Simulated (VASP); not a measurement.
# NaH (Pm-3m) in VASP: a series of runs, part 2 of 2

VASP 6.6.1. Earlier steps stand in the parts before.

## (4) RPA correlation energy, PBE

File POSCAR:

```
NaH
1.0
    2.9551240000      0.0000000000      0.0000000000
    0.0000000000      2.9551240000      0.0000000000
    0.0000000000      0.0000000000      2.9551240000
Na H
1 1
Direct
    0.0000000000      0.0000000000      0.0000000000
    0.5000000000      0.5000000000      0.5000000000
```

File INCAR.step1:

```
SYSTEM = NaH
PREC = Accurate
ENCUT = 400
EDIFF = 1E-8
ISMEAR = 0
SIGMA = 0.05
LREAL = .FALSE.
LASPH = .TRUE.
NELM = 80
ALGO = Normal
LWAVE = .TRUE.
LCHARG = .FALSE.
GGA = PE
```

File INCAR.step2:

```
SYSTEM = NaH
PREC = Accurate
ENCUT = 400
EDIFF = 1E-8
ISMEAR = 0
SIGMA = 0.05
LREAL = .FALSE.
LASPH = .TRUE.
NELM = 1
ALGO = EIGENVAL
LWAVE = .FALSE.
LCHARG = .FALSE.
GGA = PE
LHFCALC = .TRUE.
AEXX = 1.0
ALDAC = 0.0
AGGAC = 0.0
ISTART = 1
PRECFOCK = Fast
```

File INCAR.step3:

```
SYSTEM = NaH
PREC = Accurate
ENCUT = 400
EDIFF = 1E-8
ISMEAR = 0
SIGMA = 0.05
LREAL = .FALSE.
LASPH = .TRUE.
NELM = 1
ALGO = Exact
LWAVE = .TRUE.
LCHARG = .FALSE.
GGA = PE
NBANDS = 479
LOPTICS = .TRUE.
ISTART = 1
```

File INCAR.step4:

```
SYSTEM = NaH
PREC = Accurate
ENCUT = 400
EDIFF = 1E-8
ISMEAR = 0
SIGMA = 0.05
LREAL = .FALSE.
LASPH = .TRUE.
NELM = 80
ALGO = ACFDT
LWAVE = .FALSE.
LCHARG = .FALSE.
GGA = PE
NBANDS = 479
ENCUTGW = 200
NOMEGA = 12
ISTART = 1
PRECFOCK = Fast
```

File KPOINTS:

```
Automatic mesh
0
G
  5 5 5
  0 0 0
```

Potentials or basis: VASP PAW PBE potentials, release 64 (Na_sv_GW, H_GW).

On the command line:

```sh
$ cat potpaw_PBE.64/Na_sv_GW/POTCAR potpaw_PBE.64/H_GW/POTCAR > POTCAR
$ cp INCAR.step1 INCAR
$ mpirun -np 1 vasp_std > vasp.out
$ cp INCAR.step2 INCAR
$ mpirun -np 1 vasp_std > vasp.out
$ cp INCAR.step3 INCAR
$ mpirun -np 1 vasp_std > vasp.out
$ cp INCAR.step4 INCAR
$ mpirun -np 1 vasp_std > vasp.out
```

OUTCAR:

```text
SYSTEM = NaH
   PREC = Accurate
   ENCUT = 400
   EDIFF = 1E-8
   ISMEAR = 0
   LREAL = .FALSE.
   LASPH = .TRUE.
   NELM = 80
   GGA = PE
   ENCUTGW = 200
   ISTART = 1
   PRECFOCK = Fast

 ion  position               nearest neighbor table
   1  0.000  0.000  0.000-
   2  0.500  0.500  0.500-

  LATTYP: Found a simple cubic cell.
 ALAT       =     2.9551240000

  Lattice vectors:

 A1 = (   2.9551240000,   0.0000000000,   0.0000000000)
 A2 = (   0.0000000000,   2.9551240000,   0.0000000000)
 A3 = (   0.0000000000,   0.0000000000,   2.9551240000)

Analysis of symmetry for initial positions (statically):
=====================================================================
 Subroutine PRICEL returns:
 Original cell was already a primitive cell.

 Routine SETGRP: Setting up the symmetry group for a
 simple cubic supercell.

 Subroutine GETGRP returns: Found 48 space group operations
 (whereof 48 operations were pure point group operations)
 out of a pool of 48 trial point group operations.

The static configuration has the point symmetry O_h .

Analysis of symmetry for dynamics (positions and initial velocities):
[... 108 lines left out ...]
   NUPDOWN=      -1.0000    fix difference up-down
   EMIN   =  10.00;   EMAX   =-10.00  energy-range for DOS
   EFERMI =   0.00;   METHOD = LEGACY
   ISMEAR =     0;   SIGMA  =   0.05  broadening in eV -4-tet -1-fermi 0-gaus
   EFERMI_NEDOS =   21; number of points for ismear=-14 and -15
   IALGO  =     38    algorithm
   IMIX   =      4    mixing-type and parameters
     AMIX     =   0.40;   BMIX     =  1.00
     AMIX_MAG =   1.60;   BMIX_MAG =  1.00
  volume/ion in A,a.u.               =      12.90        87.08
  Fermi-wavevector in a.u.,A,eV,Ry     =   1.193528  2.255440 19.381609  1.424508
  Thomas-Fermi vector in A             =   2.329540
   LORBIT       =      0    0 simple, 1 ext, 2 COOP (PROOUT), +10 PAW based schemes
   GGA     = PE    functional components
   LHFCALC =     T    Hartree Fock is set to
   PRECFOCK=fast      Normal, Fast or Accurate (Low or Medium for compatibility)
   ENCUT4O =  -1.0   cutoff for four orbital integrals eV
   NKREDX  =     1    reduce k-point grid by
   NKREDY  =     1    reduce k-point grid by
   NKREDZ  =     1    reduce k-point grid by
   AEXX    =    1.0000 exact exchange contribution
   HFSCREEN=    0.0000 screening length (either q_TF or 0.3 A-1)
   HFSCREENC=   0.0000 screening length for correlation (either q_TF or 0.3 A-1)
   ENCUTFOCK=  -1.0 apply spherical cutoff to Coloumb kernel
   IVDW    =     0    specifies the selected vdW correction
   LEPSILON=     F    determine dielectric tensor
   LRPA    =     F    only Hartree local field effects (RPA)
   LRPAFORCE           =     F    calculate RPA forces
   ENCUTGW             = 200.0    cutoff for response function in eV
   ENCUTGWSOFT         = 160.0    soft cutoff for Coulomb kernel in GW response function in eV
   ENCUTLF             =  -1.0    cutoff for local field effects
   NELMGW              =     1    number of iterations in solving QP/BSE equation
   NELMHF              =     1    number of iterations in the inner HF iteration
   NKREDLFX            =     1    NKREDLFY  =   1   NKREDLFZ  =   1
 non-spin polarized calculation
 Gauss-broadening in eV      SIGMA  =   0.05
  energy-cutoff  :      400.00
  volume of cell :       25.81
 maximum number of plane-waves:       479
 NGX is ok and might be reduce to    20
  NGX = 12; NGY = 12; NGZ = 12
   NGX =  9   NGY =  9   NGZ =  9
 maximum number of plane-waves:       175

      cutoff energy     smooth cutoff   RPA   correlation   Hartree contr. to MP2
---------------------------------------------------------------------------------
            200.000           160.000       -7.1105432244       -9.3435949631
            190.476           152.381       -6.9122283080       -9.0709088367
            181.406           145.125       -6.7096525663       -8.7927885631
            172.768           138.214       -6.5051627868       -8.5126681048
            164.541           131.632       -6.2980950357       -8.2299152721
            156.705           125.364       -6.0911429419       -7.9484457896
            149.243           119.394       -5.8846015465       -7.6688160390
            142.136           113.709       -5.6796986785       -7.3928856555
  linear regression
  converged value                           -9.2017472768      -12.1917529492
```

Wall time 5.3 min (1 thread of AMD EPYC 9R45 (Zen 5), shared host); peak memory 0.6 GiB.

What came out:

- Band gap on the k mesh, mean-field level: 2.47 eV, indirect (least direct gap 5.57 eV)
- RPA correlation energy: -4.601 eV/atom
- RPA total energy per cell: -19.206 eV
- RPA correlation energy per cell: -9.202 eV

Caveat: the k mesh is coarse (spacing up to 0.43 Å⁻¹), so the values aren't converged; the cutoff is under 1.25 times the usual one of these potentials, so pressure, stress and relaxed cells hold a basis-set (Pulay) error; an odd mesh through Γ misses points on the zone boundary, where band edges often lie.

## (5) The reference run

An earlier run on the cell as given: functional PBE; potentials or basis VASP PAW PBE potentials, release 64 (Na_pv, H); cutoff 520 eV; k mesh 9 × 9 × 9; occupations fermi-dirac, width 0.05 eV; no spin polarisation.

* Pressure: 0.2 GPa
* Band gap on the k mesh: 1.50 eV, indirect (least direct gap 4.81 eV)
